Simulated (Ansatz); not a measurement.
# CdS (rocksalt type): the cost of one run

Method: DFT LDA, with the methods named in each step, in Ansatz 0.2.0.

## (1) The starting structure

It takes space group Fm-3m (No. 225, cubic). Conventional cell: a = 5.339 Å, b = 5.339 Å, c = 5.339 Å, α = 90.00°, β = 90.00°, γ = 90.00°. Cd (site symmetry m-3m) has 6 S at 2.67 Å as nearest neighbours. S (site symmetry m-3m) is surrounded by 6 Cd at 2.67 Å.

As a file:

```cif
data_structure
_symmetry_space_group_name_H-M 'P 1'
_symmetry_Int_Tables_number 1
_cell_length_a 3.7756
_cell_length_b 3.7756
_cell_length_c 3.7756
_cell_angle_alpha 60.000
_cell_angle_beta 60.000
_cell_angle_gamma 60.000
_cell_volume 38.06
loop_
_atom_site_label
_atom_site_type_symbol
_atom_site_fract_x
_atom_site_fract_y
_atom_site_fract_z
_atom_site_occupancy
Cd1 Cd 0.00000 0.00000 0.00000 1
S1 S 0.50000 0.50000 0.50000 1
```

Whether this phase is the stable one at these pressures isn't tested.

Atoms are numbered in the order of the input: Cd1, S2.

## (2) The reference volume, LAPW

Contents of input.yaml:

```yaml
crystal:
  lattice:
    - [0.0, 2.669727156, 2.669727156]
    - [2.669727156, 0.0, 2.669727156]
    - [2.669727156, 2.669727156, 0.0]
  atoms:
    - { symbol: Cd, position: [0.0, 0.0, 0.0] }
    - { symbol: S, position: [0.5, 0.5, 0.5] }
kpoints:
  mp_grid: { grid: [14, 14, 14] }
  band_path:
    path:
      - [0.0, 0.0, 0.0]
      - [0.5, 0.0, 0.5]
      - [0.625, 0.25, 0.625]
      - [0.375, 0.375, 0.75]
      - [0.0, 0.0, 0.0]
      - [0.5, 0.5, 0.5]
      - [0.5, 0.25, 0.75]
      - [0.5, 0.0, 0.5]
    npoints: 14
scf:
  occupations: { method: fermi_dirac, width: 0.05 }
hamiltonian:
  xc: lda
  pseudopotentials: { kind: all_electron, lapw: { basis_error: 0.001 } }
output:
  forces: true
  stress: true
  eigenvalues: true
  populations: true
  dos: { projected: true, de: 0.2, e_range: [-14, 8] }
```

The run is started by

```bash
> ansatz run input.yaml --threads 1 --pin off --max-ram 2048MiB --backend cpu --events-out ev --progress --plain --runs-dir out
```

**Question.** How long does this run take on 1 thread of Arm Neoverse V2, shared host, and how much memory does it need?

About 18 s, with a peak of 0.41 GiB.
